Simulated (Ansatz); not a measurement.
Calculated with Ansatz (gas phase, PBE0-D4/def2-TZVP geometries, no zero-point term in ΔE). CCSD(T)/CBS adds triple-zeta CCSD(T) − MP2 to the extrapolated MP2 energy (def2 sets, frozen cores). DFT in def2-TZVPP. def2 core potentials past Kr. For Ge, In outer-core shells are correlated without core-valence functions, which leaves a few kJ/mol of doubt a bond. Scalar relativity is left out up to krypton. One conformer a species, not always the lowest.

Reaction (formal exchange of groups at the In–C bond): `C=C[CH2][InH2]` + `C[N](C)[GeH3]` → `C[N]([GeH3])[InH2]` + `C=CCC`

```csv
level,ΔE (kcal/mol),difference from CCSD(T)/CBS
LDA (SPW92),-12.3,5.1
BLYP-D4,-16.8,0.6
PBE0-D4,-15.0,2.4
r2SCAN0-D4,-15.2,2.2
ωB97X-V,-17.2,0.2
PBE0,-15.2,2.2
LC-ωPBE,-17.5,-0.1
CCSD/def2-TZVPP,-18.3,-0.9
HF/CBS(def2),-20.6,-3.2
MP2/CBS(def2),-16.5,0.9
CCSD(T)/CBS,-17.4,0
```

Largest T1 diagnostic among the species: 0.015.

In def2-TZVPP, CCSD(T) changes the Hartree–Fock value by +2.7 kcal/mol (the triples alone add +0.6 kcal/mol) and MP2 by +3.6 kcal/mol. At CCSD(T), def2-SVP lies −2.4 kcal/mol from the extrapolated value and def2-TZVPP −0.2 kcal/mol.

CCSD(T)/CBS has its own doubt, a few kJ/mol and more with outer-core shells, so smaller differences from it don't rank the levels.
